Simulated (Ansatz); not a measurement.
What a trial cell of Te relaxes into

Theory: DFT r2SCAN, scalar-relativistic, plane waves, PAW in Ansatz 0.2.0. Cutoff 500 eV, Γ-centred k mesh, Gaussian smearing, no spin polarisation in the final step.

Te was placed on the simple hexagonal structure type (P6/mmm, No. 191), at a guessed volume.

```yaml
crystal:
  lattice:
    - [3.47319, 0.00000, 0.00000]
    - [-1.73660, 3.00787, 0.00000]
    - [0.00000, 0.00000, 3.24527]
  atoms:
    - { symbol: Te, position: [0.00000, 0.00000, 0.00000] }
```

Cell and atoms relax at zero pressure; the relaxation can't lower the symmetry of the start. After a coarse first stage the cell is made exact in the group found at 0.06 Å.

Energies count from the standard state of Te at the same level.

Task: Which crystal results?

Result: It keeps P6/mmm (No. 191). The result has the simple hexagonal structure. Conventional cell: a = 3.411 Å, c = 3.076 Å. Around Te lie 2 Te at 3.08 Å and 6 Te at 3.41 Å.

```cif
data_structure
_symmetry_space_group_name_H-M 'P6/mmm'
_symmetry_Int_Tables_number 191
_cell_length_a 3.4108
_cell_length_b 3.4108
_cell_length_c 3.0763
_cell_angle_alpha 90.000
_cell_angle_beta 90.000
_cell_angle_gamma 120.000
_cell_volume 30.99
loop_
_atom_site_label
_atom_site_type_symbol
_atom_site_symmetry_multiplicity
_atom_site_Wyckoff_symbol
_atom_site_fract_x
_atom_site_fract_y
_atom_site_fract_z
_atom_site_occupancy
Te1 Te 1 a 0.00000 0.00000 0.00000 1
```

Task: What are its volume, energy, density and gap?

Result: The volume per atom is 30.99 Å³. The density is 6.84 g/cm³. The energy over the standard structure is 0.29 eV/atom. The gap on the 18×18×18 mesh is 0 eV (a metal).

The final run used a 18×18×18 mesh on its 1-atom cell and 0.10 eV smearing. For metals, differences of a few meV/atom aren't resolved. Spin–orbit coupling is left out. A structure relaxed within its symmetry needn't be a true minimum.